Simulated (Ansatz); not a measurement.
CdF2:

```
CELL_PARAMETERS angstrom
0.00000 2.69400 2.69400
2.69400 0.00000 2.69400
2.69400 2.69400 0.00000
ATOMIC_POSITIONS crystal
Cd 0.00000 0.00000 0.00000
F 0.75000 0.75000 0.75000
F 0.25000 0.25000 0.25000
```

Base run:

```yaml
Program: Ansatz 0.2.0
Functional: PBE0
Potentials_or_basis: Ansatz PAW
Cutoff: "420 eV (not typed: the program's choice for these potentials)"
k_mesh: 5 × 5 × 5
Occupations: fermi-dirac, width 0.05 eV
Spin: no spin polarisation
```

Its results: band gap on the k mesh 6.05 eV, indirect (least direct gap 6.54 eV); pressure 1.5 GPa.

Task: The run is repeated on the same cell with these changes: functional from PBE0 to B3LYP. What comes out?

Result: Band gap on the k mesh 5.49 eV, indirect (least direct gap 5.96 eV); pressure 4.4 GPa.

Caveats: the k mesh misses the band edges, so the gap on the mesh is wider than the one along the path; the PAW data sets come from PBE, with cores solved anew for the run's functional, which leaves a small shift of forces and pressure; the thresholds are loose for stress.
